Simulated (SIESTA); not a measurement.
Sn: relaxation of cell and atoms with LDA

The system is Sn.

```xyz
2
Lattice="0.0000 3.2333 3.2333 3.2333 0.0000 3.2333 3.2333 3.2333 0.0000" Properties=species:S:1:pos:R:3 pbc="T T T"
Sn    4.8500    4.8500    4.8500
Sn    3.2333    3.2333    3.2333
```

This isn't the form of Sn at room conditions, which is tetragonal (white tin).

```yaml
Program: SIESTA 5.4.2
Task: relaxation of cell and atoms
Functional: LDA
Potentials_or_basis: PseudoDojo 0.4 standard (LDA files)
Basis: TZP (energy shift 0.002 Ry)
Grid_cutoff: 750 Ry
Energy_shift: 0.002 Ry
k_mesh: 5 × 5 × 5
Occupations: fermi-dirac, width 0.05 eV
Spin: no spin polarisation
optimiser: Broyden
force_tolerance: 0.01 eV/Å
stress_tolerance_GPa: 0.05
```

```json
{"Relaxed volume": "34.40 Å³/atom", "Relaxed cell": "a = 4.599 Å, b = 4.599 Å, c = 4.599 Å, α = 60.00°, β = 60.00°, γ = 60.00°", "Space group after relaxing (to 0.05 Å)": "Fd-3m (No. 227)", "Energy gained by relaxing": "1.5 meV/atom", "Ionic steps": "3", "Pressure after relaxing": "0.0 GPa", "Band gap on the k mesh": "none (metal or under the smearing width)"}
```

Step by step:
```
step  energy change (eV)  largest force (eV/Å)  pressure (GPa)  volume (Å³)
   1              0.0000                0.0000            0.81        67.61
   2             -0.0003                0.0000            0.77        67.66
   3             -0.0030                0.0000            0.02        68.79
```

Final structure:
```
Sn
1.0
     0.00000    3.25211    3.25211
     3.25211    0.00000    3.25211
     3.25211    3.25211    0.00000
Sn
2
Direct
  0.75000 0.75000 0.75000
  0.50000 0.50000 0.50000
```

Levels at points of the mesh, in eV from the Fermi level:
```csv
k point,band 12,band 13,band 14,band 15,band 16,band 17
"(0.00, 0.00, 0.00)",-0.81,0.22,0.22,0.22,2.30,2.30
```

Run time: 2.2 min on 1 thread of Arm Neoverse V2, with other jobs on the host, peak memory 0.38 GiB.

Caveat: semicore shells carry a single zeta, which can move pressures by several GPa and volumes by a few percent; the basis of atomic orbitals isn't converged, which shifts pressures, moduli and gaps.
